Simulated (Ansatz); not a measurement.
## F: computed properties

Method: DFT r2SCAN, scalar-relativistic, plane waves, PAW (Ansatz 0.2.0).

Settings: cutoff 500 eV, Γ-centred mesh 8×8×4 on the computed 4-atom cell, Gaussian smearing of 0.02 eV; no spin polarisation.

The structure is relaxed at this level of theory with its symmetry kept.

```yaml
crystal:
  lattice:
    - [2.68171, -1.55170, -0.13373]
    - [2.68171, 1.55170, -0.13373]
    - [-1.83546, 0.00000, 7.01898]
  atoms:
    - { symbol: F, position: [0.08273, 0.08273, 0.09519] }
    - { symbol: F, position: [0.91727, 0.91727, 0.90481] }
    - { symbol: F, position: [0.49558, 0.49558, 0.59534] }
    - { symbol: F, position: [0.50442, 0.50442, 0.40466] }
```

```json
{"Space group": "C2/m (No. 12)", "Volume per atom": "14.41 Å³", "Formation energy from the elements' standard states (uncorrected)": "-0.046 eV/atom", "Generalised Kohn–Sham band gap": "3.69 eV, indirect from Y2 to Γ", "Löwdin character of the top 1 eV of the valence band": "F 2p 100 %", "Löwdin character of the lowest 1 eV of the conduction band": "F 2p 95 %", "Electron masses at the edge by Cartesian direction of the computed cell, whose vectors are (2.682, -1.552, -0.134), (2.682, 1.552, -0.134), (-1.835, 0.000, 7.019) Å (m_e; degenerate bands sorted by energy; no spin-orbit coupling)": "x: 4.7; y: 4.3; z: 1.0", "Hole masses at the edge by Cartesian direction of the computed cell, whose vectors are (2.682, -1.552, -0.134), (2.682, 1.552, -0.134), (-1.835, 0.000, 7.019) Å (m_e; degenerate bands sorted by energy; no spin-orbit coupling)": "x: over 30; y: 3.2; z: 3.9", "Bader charges (e)": "F (2 in the cell) 0.00, F (2 in the cell) 0.00"}
```

Each cell of F holds molecules, and where no dispersion correction was added their binding is poorly described.

Cost: 8 runs of about 15 core-minutes in all, on Intel Xeon Processor @ 2.50GHz (Skylake/Cascade Lake) (shared hosts).